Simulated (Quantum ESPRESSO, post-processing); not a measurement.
# 2H-WS2, 2 layers, AA' stacking: a series in biaxial strain, part 6 of 6

Aim: how the results for 2H-WS2, 2 layers, AA' stacking change with biaxial strain.

Quantum ESPRESSO 7.5; plane-wave DFT, PBE, GBRV ultrasoft pseudopotentials.

So far. Step 9 (Relaxing the ions, 3 %): The relaxation lowers the energy by 7 meV an atom.

### 11. Relaxation with pw.x, 4 %

Level of this step: plane-wave DFT, PBE-D3(BJ), GBRV ultrasoft pseudopotentials (Quantum ESPRESSO 7.5).

The input, m8.relax.in:

```
&control
  prefix = 'm8.relax'
  outdir = './out'
  pseudo_dir = './pseudo'
  nstep = 40
  forc_conv_thr = 0.0003
  calculation = 'relax'
  tstress = .true.
/
&system
  ibrav = 0
  nat = 6
  ntyp = 2
  ecutwfc = 50
  ecutrho = 250
  vdw_corr = 'grimme-d3'
  dftd3_version = 4
  occupations = 'smearing'
  smearing = 'fd'
  degauss = 0.002
/
&electrons
  conv_thr = 1e-09
  mixing_beta = 0.4
  electron_maxstep = 120
  mixing_mode = 'plain'
/
&ions
/
ATOMIC_SPECIES
  S   32.0600  s_pbe_v1.4.uspp.F.UPF
  W   183.8400  w_pbe_v1.2.uspp.F.UPF
CELL_PARAMETERS angstrom
  3.28508893648000 0.00000000000000 0.00000000000000
  -1.64254446824000 2.84497047328000 0.00000000000000
  0.00000000000000 0.00000000000000 25.15124046500000
ATOMIC_POSITIONS crystal
  S   0.333333333300 0.666666666700 0.315589334300
  W   0.000000000000 0.000000000000 0.378305579200
  S   0.333333333300 0.666666666700 0.440960677000
  S   0.000000000000 0.000000000000 0.559039323000
  W   0.333333333300 0.666666666700 0.621694420800
  S   0.000000000000 0.000000000000 0.684410665700
K_POINTS automatic
  12 12 1 0 0 0
```

Run with:

```
OMP_NUM_THREADS=1 mpirun -n 4 pw.x -nk 4 -in m8.relax.in > m8.relax.out
```

What it wrote:

```text
[banner, memory and clock lines left out]
Program PWSCF v.7.5 starts
[...]
Message from routine setup:
[...]
number of electrons       =        52.00
     number of Kohn-Sham states=           31
     kinetic-energy cutoff     =      50.0000  Ry
     charge density cutoff     =     250.0000  Ry
[...]
number of k points=    19  Fermi-Dirac smearing, width (Ry)=  0.0020
[...]
Dense  grid:   106031 G-vectors     FFT dimensions: (  36,  36, 240)
[...]
negative rho (up, down):  1.264E-01 0.000E+00
     Starting wfcs are   42 randomized atomic wfcs
[...]
negative rho (up, down):  1.297E-01 0.000E+00
[...]
estimated scf accuracy    <       0.24000922 Ry
[...]
negative rho (up, down):  1.320E-01 0.000E+00
[...]
estimated scf accuracy    <       0.12599675 Ry
[...]
negative rho (up, down):  1.346E-01 0.000E+00
[...]
estimated scf accuracy    <       0.01205803 Ry
[...]
negative rho (up, down):  1.357E-01 0.000E+00
[...]
estimated scf accuracy    <       0.00429275 Ry
[...]
negative rho (up, down):  1.367E-01 0.000E+00
[...]
estimated scf accuracy    <       0.00648298 Ry
[...]
negative rho (up, down):  1.369E-01 0.000E+00
[...]
estimated scf accuracy    <       0.00043927 Ry
[...]
negative rho (up, down):  1.369E-01 0.000E+00
[...]
estimated scf accuracy    <       0.00028618 Ry
[...]
negative rho (up, down):  1.368E-01 0.000E+00
[...]
estimated scf accuracy    <       0.00000929 Ry
[...]
negative rho (up, down):  1.366E-01 0.000E+00
[...]
estimated scf accuracy    <       0.00001664 Ry
[...]
negative rho (up, down):  1.366E-01 0.000E+00
[...]
estimated scf accuracy    <       0.00000255 Ry
[...]
negative rho (up, down):  1.365E-01 0.000E+00
[...]
estimated scf accuracy    <       0.00000003 Ry
[...]
negative rho (up, down):  1.365E-01 0.000E+00
[...]
estimated scf accuracy    <       0.00000008 Ry
[...]
negative rho (up, down):  1.365E-01 0.000E+00
[...]
estimated scf accuracy    <       0.00000001 Ry
[...]
negative rho (up, down):  1.365E-01 0.000E+00
[...]
the Fermi energy is     2.9063 ev
!    total energy              =    -415.16443450 Ry
     estimated scf accuracy    <          6.7E-10 Ry
     smearing contrib. (-TS)   =      -0.00000000 Ry
     internal energy E=F+TS    =    -415.16443450 Ry
[...]
one-electron contribution =   -2567.82835086 Ry
     hartree contribution      =    1287.96458792 Ry
     xc contribution           =    -116.05210205 Ry
     ewald contribution        =     980.89510080 Ry
[...]
convergence has been achieved in  14 iterations
     negative rho (up, down):  1.365E-01 0.000E+00
[...]
Total force =     0.060904     Total SCF correction =     0.000164
[...]
negative rho (up, down):  1.365E-01 0.000E+00
[...]
negative rho (up, down):  1.365E-01 0.000E+00
[...]
negative rho (up, down):  1.365E-01 0.000E+00
[...]
estimated scf accuracy    <       0.00017741 Ry
[...]
negative rho (up, down):  1.365E-01 0.000E+00
[...]
estimated scf accuracy    <       0.00011299 Ry
[...]
negative rho (up, down):  1.365E-01 0.000E+00
[...]
estimated scf accuracy    <       0.00001282 Ry
[...]
negative rho (up, down):  1.365E-01 0.000E+00
[...]
estimated scf accuracy    <       0.00004495 Ry
[...]
negative rho (up, down):  1.365E-01 0.000E+00
[...]
estimated scf accuracy    <       0.00000410 Ry
[...]
negative rho (up, down):  1.365E-01 0.000E+00
[...]
estimated scf accuracy    <       0.00000108 Ry
[...]
negative rho (up, down):  1.365E-01 0.000E+00
[...]
estimated scf accuracy    <       0.00000009 Ry
[...]
negative rho (up, down):  1.365E-01 0.000E+00
[...]
estimated scf accuracy    <       0.00000002 Ry
[...]
negative rho (up, down):  1.365E-01 0.000E+00
[...]
estimated scf accuracy    <          1.1E-09 Ry
[...]
negative rho (up, down):  1.365E-01 0.000E+00
[...]
the Fermi energy is     2.8977 ev
!    total energy              =    -415.16746486 Ry
     estimated scf accuracy    <          6.8E-11 Ry
     smearing contrib. (-TS)   =      -0.00000000 Ry
     internal energy E=F+TS    =    -415.16746486 Ry
[...]
one-electron contribution =   -2574.56151125 Ry
     hartree contribution      =    1291.31391713 Ry
     xc contribution           =    -116.10101151 Ry
     ewald contribution        =     984.32502097 Ry
[...]
convergence has been achieved in  10 iterations
     negative rho (up, down):  1.365E-01 0.000E+00
[...]
Total force =     0.038458     Total SCF correction =     0.000042
[...]
negative rho (up, down):  1.365E-01 0.000E+00
[...]
negative rho (up, down):  1.364E-01 0.000E+00
[...]
negative rho (up, down):  1.365E-01 0.000E+00
[...]
estimated scf accuracy    <       0.00021094 Ry
[...]
negative rho (up, down):  1.364E-01 0.000E+00
[...]
estimated scf accuracy    <       0.00012810 Ry
[...]
negative rho (up, down):  1.364E-01 0.000E+00
[...]
estimated scf accuracy    <       0.00001247 Ry
[...]
negative rho (up, down):  1.364E-01 0.000E+00
[...]
estimated scf accuracy    <       0.00003315 Ry
[...]
negative rho (up, down):  1.364E-01 0.000E+00
[...]
estimated scf accuracy    <       0.00000580 Ry
[...]
negative rho (up, down):  1.364E-01 0.000E+00
[...]
estimated scf accuracy    <       0.00000111 Ry
[...]
negative rho (up, down):  1.364E-01 0.000E+00
[...]
estimated scf accuracy    <       0.00000007 Ry
[...]
negative rho (up, down):  1.364E-01 0.000E+00
[...]
estimated scf accuracy    <          8.3E-09 Ry
[...]
negative rho (up, down):  1.364E-01 0.000E+00
[...]
estimated scf accuracy    <          4.4E-10 Ry
[...]
negative rho (up, down):  1.364E-01 0.000E+00
[...]
the Fermi energy is     2.8854 ev
!    total energy              =    -415.16917724 Ry
     estimated scf accuracy    <          6.7E-11 Ry
     smearing contrib. (-TS)   =      -0.00000000 Ry
     internal energy E=F+TS    =    -415.16917724 Ry
[...]
one-electron contribution =   -2582.04344285 Ry
     hartree contribution      =    1295.03446965 Ry
     xc contribution           =    -116.15534251 Ry
     ewald contribution        =     988.13925233 Ry
[...]
convergence has been achieved in  10 iterations
     negative rho (up, down):  1.364E-01 0.000E+00
[...]
Total force =     0.012938     Total SCF correction =     0.000051
[...]
negative rho (up, down):  1.365E-01 0.000E+00
[...]
estimated scf accuracy    <       0.00000002 Ry
[...]
negative rho (up, down):  1.365E-01 0.000E+00
[...]
estimated scf accuracy    <          4.7E-09 Ry
[...]
negative rho (up, down):  1.365E-01 0.000E+00
[...]
estimated scf accuracy    <          5.1E-10 Ry
[...]
negative rho (up, down):  1.365E-01 0.000E+00
[...]
estimated scf accuracy    <          1.2E-10 Ry
[...]
negative rho (up, down):  1.365E-01 0.000E+00
[...]
estimated scf accuracy    <          1.5E-10 Ry
[...]
negative rho (up, down):  1.365E-01 0.000E+00
[...]
the Fermi energy is     2.8790 ev
!    total energy              =    -415.16938983 Ry
     estimated scf accuracy    <          6.0E-13 Ry
     smearing contrib. (-TS)   =      -0.00000000 Ry
     internal energy E=F+TS    =    -415.16938983 Ry
[...]
one-electron contribution =   -2586.08446129 Ry
     hartree contribution      =    1297.04433613 Ry
     xc contribution           =    -116.18242921 Ry
     ewald contribution        =     990.19740340 Ry
[...]
convergence has been achieved in   8 iterations
     negative rho (up, down):  1.365E-01 0.000E+00
[...]
Total force =     0.000868     Total SCF correction =     0.000003
[...]
negative rho (up, down):  1.365E-01 0.000E+00
[...]
negative rho (up, down):  1.365E-01 0.000E+00
[...]
negative rho (up, down):  1.365E-01 0.000E+00
[...]
estimated scf accuracy    <       0.00000010 Ry
[...]
negative rho (up, down):  1.365E-01 0.000E+00
[...]
estimated scf accuracy    <       0.00000019 Ry
[...]
negative rho (up, down):  1.365E-01 0.000E+00
[...]
estimated scf accuracy    <       0.00000003 Ry
[...]
negative rho (up, down):  1.365E-01 0.000E+00
[...]
estimated scf accuracy    <          6.9E-09 Ry
[...]
negative rho (up, down):  1.365E-01 0.000E+00
[...]
estimated scf accuracy    <          6.2E-10 Ry
[...]
negative rho (up, down):  1.365E-01 0.000E+00
[...]
estimated scf accuracy    <          3.6E-10 Ry
[...]
negative rho (up, down):  1.365E-01 0.000E+00
[...]
estimated scf accuracy    <          1.2E-10 Ry
[...]
negative rho (up, down):  1.365E-01 0.000E+00
[...]
the Fermi energy is     2.8793 ev
!    total energy              =    -415.16939103 Ry
     estimated scf accuracy    <          3.7E-12 Ry
     smearing contrib. (-TS)   =      -0.00000000 Ry
     internal energy E=F+TS    =    -415.16939103 Ry
[...]
one-electron contribution =   -2586.32500768 Ry
     hartree contribution      =    1297.16484910 Ry
     xc contribution           =    -116.18190161 Ry
     ewald contribution        =     990.31691416 Ry
[...]
convergence has been achieved in   8 iterations
     negative rho (up, down):  1.365E-01 0.000E+00
[...]
Total force =     0.000893     Total SCF correction =     0.000012
[...]
negative rho (up, down):  1.365E-01 0.000E+00
[...]
negative rho (up, down):  1.365E-01 0.000E+00
[...]
negative rho (up, down):  1.365E-01 0.000E+00
[...]
estimated scf accuracy    <       0.00000021 Ry
[...]
negative rho (up, down):  1.365E-01 0.000E+00
[...]
estimated scf accuracy    <       0.00000019 Ry
[...]
negative rho (up, down):  1.365E-01 0.000E+00
[...]
estimated scf accuracy    <       0.00000012 Ry
[...]
negative rho (up, down):  1.365E-01 0.000E+00
[...]
estimated scf accuracy    <       0.00000001 Ry
[...]
negative rho (up, down):  1.365E-01 0.000E+00
[...]
estimated scf accuracy    <          6.5E-09 Ry
[...]
negative rho (up, down):  1.365E-01 0.000E+00
[...]
estimated scf accuracy    <          3.5E-10 Ry
[...]
negative rho (up, down):  1.365E-01 0.000E+00
[...]
estimated scf accuracy    <          2.6E-10 Ry
[...]
negative rho (up, down):  1.365E-01 0.000E+00
[...]
the Fermi energy is     2.8796 ev
!    total energy              =    -415.16939302 Ry
     estimated scf accuracy    <          7.2E-12 Ry
     smearing contrib. (-TS)   =      -0.00000000 Ry
     internal energy E=F+TS    =    -415.16939302 Ry
[...]
one-electron contribution =   -2586.81341477 Ry
     hartree contribution      =    1297.40924010 Ry
     xc contribution           =    -116.18140088 Ry
     ewald contribution        =     990.56044033 Ry
[...]
convergence has been achieved in   8 iterations
     negative rho (up, down):  1.365E-01 0.000E+00
[...]
Total force =     0.000992     Total SCF correction =     0.000017
[...]
negative rho (up, down):  1.365E-01 0.000E+00
[...]
negative rho (up, down):  1.366E-01 0.000E+00
[...]
negative rho (up, down):  1.367E-01 0.000E+00
[...]
negative rho (up, down):  1.367E-01 0.000E+00
[...]
estimated scf accuracy    <       0.00000595 Ry
[...]
negative rho (up, down):  1.367E-01 0.000E+00
[...]
estimated scf accuracy    <       0.00002435 Ry
[...]
negative rho (up, down):  1.367E-01 0.000E+00
[...]
estimated scf accuracy    <       0.00000052 Ry
[...]
negative rho (up, down):  1.367E-01 0.000E+00
[...]
estimated scf accuracy    <       0.00000028 Ry
[...]
negative rho (up, down):  1.367E-01 0.000E+00
[...]
estimated scf accuracy    <       0.00000007 Ry
[...]
negative rho (up, down):  1.367E-01 0.000E+00
[...]
estimated scf accuracy    <          2.9E-09 Ry
[...]
negative rho (up, down):  1.367E-01 0.000E+00
[...]
estimated scf accuracy    <          2.7E-09 Ry
[...]
negative rho (up, down):  1.367E-01 0.000E+00
[...]
estimated scf accuracy    <          4.0E-10 Ry
[...]
negative rho (up, down):  1.367E-01 0.000E+00
[...]
estimated scf accuracy    <          4.2E-10 Ry
[...]
negative rho (up, down):  1.367E-01 0.000E+00
[...]
estimated scf accuracy    <          3.4E-11 Ry
[...]
negative rho (up, down):  1.367E-01 0.000E+00
[...]
estimated scf accuracy    <          1.7E-11 Ry
[...]
negative rho (up, down):  1.367E-01 0.000E+00
[...]
the Fermi energy is     2.8819 ev
!    total energy              =    -415.16940793 Ry
     estimated scf accuracy    <          6.3E-12 Ry
     smearing contrib. (-TS)   =      -0.00000000 Ry
     internal energy E=F+TS    =    -415.16940793 Ry
[...]
one-electron contribution =   -2591.24898943 Ry
     hartree contribution      =    1299.62773291 Ry
     xc contribution           =    -116.17997808 Ry
     ewald contribution        =     992.77620267 Ry
[...]
convergence has been achieved in  12 iterations
     negative rho (up, down):  1.367E-01 0.000E+00
[...]
Total force =     0.001688     Total SCF correction =     0.000017
[...]
negative rho (up, down):  1.367E-01 0.000E+00
[...]
negative rho (up, down):  1.366E-01 0.000E+00
[...]
negative rho (up, down):  1.366E-01 0.000E+00
[...]
estimated scf accuracy    <       0.00001564 Ry
[...]
negative rho (up, down):  1.366E-01 0.000E+00
[...]
estimated scf accuracy    <       0.00007144 Ry
[...]
negative rho (up, down):  1.366E-01 0.000E+00
[...]
estimated scf accuracy    <       0.00000112 Ry
[...]
negative rho (up, down):  1.366E-01 0.000E+00
[...]
estimated scf accuracy    <       0.00000139 Ry
[...]
negative rho (up, down):  1.366E-01 0.000E+00
[...]
estimated scf accuracy    <       0.00000026 Ry
[...]
negative rho (up, down):  1.366E-01 0.000E+00
[...]
estimated scf accuracy    <       0.00000003 Ry
[...]
negative rho (up, down):  1.366E-01 0.000E+00
[...]
estimated scf accuracy    <          2.0E-09 Ry
[...]
negative rho (up, down):  1.366E-01 0.000E+00
[...]
estimated scf accuracy    <          1.2E-10 Ry
[...]
negative rho (up, down):  1.366E-01 0.000E+00
[...]
estimated scf accuracy    <          1.4E-10 Ry
[...]
negative rho (up, down):  1.366E-01 0.000E+00
[...]
estimated scf accuracy    <          3.5E-11 Ry
[...]
negative rho (up, down):  1.366E-01 0.000E+00
[...]
```

It took 14 min on 4 MPI ranks of Arm Neoverse V1, shared host; peak memory 1.3 GiB.

Step by step:

```csv
step,energy less that of the first step (eV),largest force (eV/Å)
1,0.0000,0.7830
2,-0.0412,0.4987
3,-0.0645,0.1738
4,-0.0674,0.0151
5,-0.0674,0.0095
6,-0.0674,0.0120
7,-0.0675,0.0153
8,-0.0675,0.0187
9,-0.0676,0.0224
10,-0.0677,0.0263
11,-0.0678,0.0303
12,-0.0680,0.0339
13,-0.0682,0.0357
14,-0.0684,0.0340
15,-0.0685,0.0259
16,-0.0685,0.0034
```

The atoms that moved most (Å):

```csv
atom,dx,dy,dz,length
S6,0.000,0.000,-0.082,0.082
S1,0.000,0.000,0.082,0.082
W2,0.000,0.000,0.040,0.040
W5,0.000,0.000,-0.040,0.040
```

Final coordinates:

```cif
data_structure
_symmetry_space_group_name_H-M 'P 1'
_symmetry_Int_Tables_number 1
_cell_length_a 3.2851
_cell_length_b 3.2851
_cell_length_c 25.1512
_cell_angle_alpha 90.000
_cell_angle_beta 90.000
_cell_angle_gamma 120.000
_cell_volume 235.06
loop_
_atom_site_label
_atom_site_type_symbol
_atom_site_fract_x
_atom_site_fract_y
_atom_site_fract_z
_atom_site_occupancy
S1 S 0.33333 0.66667 0.31887 1
W2 W 0.00000 0.00000 0.37989 1
S3 S 0.33333 0.66667 0.44083 1
S4 S 0.00000 0.00000 0.55917 1
W5 W 0.33333 0.66667 0.62011 1
S6 S 0.00000 0.00000 0.68113 1
```

The relaxation lowers the energy by 11 meV an atom.

This step gave:

| Quantity | Value |
| --- | --- |
| free energy | -5648.6684 eV |
| Fermi energy | 2.894 eV |

### 12. SCF with pw.x, 4 %

Level of this step: plane-wave DFT, PBE, GBRV ultrasoft pseudopotentials (Quantum ESPRESSO 7.5).

The input, m8.scf.in:

```
&control
  prefix = 'm8.scf'
  outdir = './out'
  pseudo_dir = './pseudo'
  calculation = 'scf'
  tprnfor = .true.
/
&system
  ibrav = 0
  nat = 6
  ntyp = 2
  ecutwfc = 40
  ecutrho = 200
  occupations = 'smearing'
  smearing = 'fd'
  degauss = 0.002
  nbnd = 30
/
&electrons
  conv_thr = 1e-09
  mixing_beta = 0.4
  electron_maxstep = 120
  mixing_mode = 'plain'
/
ATOMIC_SPECIES
  S   32.0600  s_pbe_v1.4.uspp.F.UPF
  W   183.8400  w_pbe_v1.2.uspp.F.UPF
CELL_PARAMETERS angstrom
  3.28508893648000 0.00000000000000 0.00000000000000
  -1.64254446824000 2.84497047328000 0.00000000000000
  0.00000000000000 0.00000000000000 25.15124046500000
ATOMIC_POSITIONS crystal
  S   0.333333333300 0.666666666700 0.318868155700
  W   0.000000000000 0.000000000000 0.379886683000
  S   0.333333333300 0.666666666700 0.440828329600
  S   0.000000000000 0.000000000000 0.559171670400
  W   0.333333333300 0.666666666700 0.620113317000
  S   0.000000000000 0.000000000000 0.681131844300
K_POINTS automatic
  12 12 1 0 0 0
```

Run with:

```
OMP_NUM_THREADS=1 mpirun -n 4 pw.x -nk 4 -in m8.scf.in > m8.scf.out
```

What it wrote:

```text
[banner, memory and clock lines left out]
Program PWSCF v.7.5 starts
[...]
Message from routine setup:
[...]
number of electrons       =        52.00
     number of Kohn-Sham states=           30
     kinetic-energy cutoff     =      40.0000  Ry
     charge density cutoff     =     200.0000  Ry
[...]
number of k points=    19  Fermi-Dirac smearing, width (Ry)=  0.0020
[...]
Dense  grid:    75345 G-vectors     FFT dimensions: (  27,  27, 216)
[...]
negative rho (up, down):  1.345E-01 0.000E+00
     Starting wfcs are   42 randomized atomic wfcs
[...]
negative rho (up, down):  1.359E-01 0.000E+00
[...]
estimated scf accuracy    <       0.23550189 Ry
[...]
negative rho (up, down):  1.376E-01 0.000E+00
[...]
estimated scf accuracy    <       0.09237062 Ry
[...]
negative rho (up, down):  1.391E-01 0.000E+00
[...]
estimated scf accuracy    <       0.00992135 Ry
[...]
negative rho (up, down):  1.402E-01 0.000E+00
[...]
estimated scf accuracy    <       0.00302251 Ry
[...]
negative rho (up, down):  1.405E-01 0.000E+00
[...]
estimated scf accuracy    <       0.00276213 Ry
[...]
negative rho (up, down):  1.406E-01 0.000E+00
[...]
estimated scf accuracy    <       0.00032829 Ry
[...]
negative rho (up, down):  1.405E-01 0.000E+00
[...]
estimated scf accuracy    <       0.00034307 Ry
[...]
negative rho (up, down):  1.405E-01 0.000E+00
[...]
estimated scf accuracy    <       0.00002326 Ry
[...]
negative rho (up, down):  1.404E-01 0.000E+00
[...]
estimated scf accuracy    <       0.00001827 Ry
[...]
negative rho (up, down):  1.404E-01 0.000E+00
[...]
estimated scf accuracy    <       0.00000185 Ry
[...]
negative rho (up, down):  1.404E-01 0.000E+00
[...]
estimated scf accuracy    <       0.00000002 Ry
[...]
negative rho (up, down):  1.403E-01 0.000E+00
[...]
estimated scf accuracy    <       0.00000005 Ry
[...]
negative rho (up, down):  1.403E-01 0.000E+00
[...]
estimated scf accuracy    <       0.00000003 Ry
[...]
negative rho (up, down):  1.403E-01 0.000E+00
[...]
estimated scf accuracy    <       0.00000001 Ry
[...]
negative rho (up, down):  1.403E-01 0.000E+00
[...]
the Fermi energy is     2.8941 ev
!    total energy              =    -415.01368247 Ry
     estimated scf accuracy    <          5.9E-11 Ry
     smearing contrib. (-TS)   =      -0.00000001 Ry
     internal energy E=F+TS    =    -415.01368246 Ry
[...]
one-electron contribution =   -2625.04713368 Ry
     hartree contribution      =    1316.52018078 Ry
     xc contribution           =    -116.18933380 Ry
     ewald contribution        =    1009.70260424 Ry
     convergence has been achieved in  15 iterations
     negative rho (up, down):  1.403E-01 0.000E+00
[...]
Total force =     0.006947     Total SCF correction =     0.000019
[...]
```

The job ended after 50 s (4 MPI ranks; peak memory 0.77 GiB).

This step gave:

```
free energy                          : -5646.5488 eV
valence top, on the run's zero       : 2.577 eV
conduction bottom, on the run's zero : 3.249 eV
gap by band count                    : 0.6727 eV
```

### 13. The series side by side

The series in one table, energies over the lowest:

```csv
biaxial strain,energy (eV),gap along the path (eV),upper vacuum level over the valence top of the mesh (eV),lower vacuum level over that top (eV)
-4 %,0.3522,1.449,5.471,5.471
-3 %,0.1954,1.521,5.506,5.506
-2 %,0.0865,1.479,5.432,5.432
-1 %,0.0223,1.413,5.341,5.341
0 %,0.0000,1.385,5.291,5.291
1 %,0.0174,1.303,5.247,5.247
2 %,0.0723,1.089,5.209,5.209
3 %,0.1624,0.8906,5.178,5.178
4 %,0.2844,0.6727,5.122,5.122
```

### 14. A check by hand

A parabola through the energies within ±2 % has E = 198.35 eV × ε² -0.332 eV × ε; for the curvature, over A = 8.641 Å² this is 198.35 × 1/8.641 × 16.02 = 368 N/m.

### 15. Results

```
C11 + C12                                                               : 368 N/m
gap along the path, at -4 % and at 4 %                                  : 1.45, 0.67 eV
upper vacuum level over the valence top of the mesh, at -4 % and at 4 % : 5.47, 5.12 eV
lower vacuum level over that top, at -4 % and at 4 %                    : 5.47, 5.12 eV
```

What this shows: The series holds 9 members; C11 + C12: 368 N/m (PBE, GBRV ultrasoft; energies at PBE-D3(BJ), GBRV ultrasoft). The energy is lowest near zero strain. From -4 % to 4 % the gap along the path goes from 1.45 to 0.67 eV by way of 1.52 at -3 %. From -4 % to 4 % the upper vacuum level over the valence top of the mesh goes from 5.47 to 5.12 eV by way of 5.51 at -3 %. From -4 % to 4 % the lower vacuum level over that top goes from 5.47 to 5.12 eV by way of 5.51 at -3 %. Semilocal gaps are too small; the 1×1 cell can't ripple over many cells under compression as a free sheet would. No spin-orbit coupling.

[Logs are printed without paths, hosts, clocks, repeated set-up lines and the standing remarks that a program may print on its own settings, such as how far it seeks lower states.]

[Hosts, paths, dates, database ids (printed as entryN), source tags and the programs' standing remarks are cut or masked in the printed files.]

[Maps of the electrostatic potential energy from Ansatz leave out the sawtooth potential of an applied field or a dipole correction, so their vacuum need not be flat; planar profiles and work functions include it.]
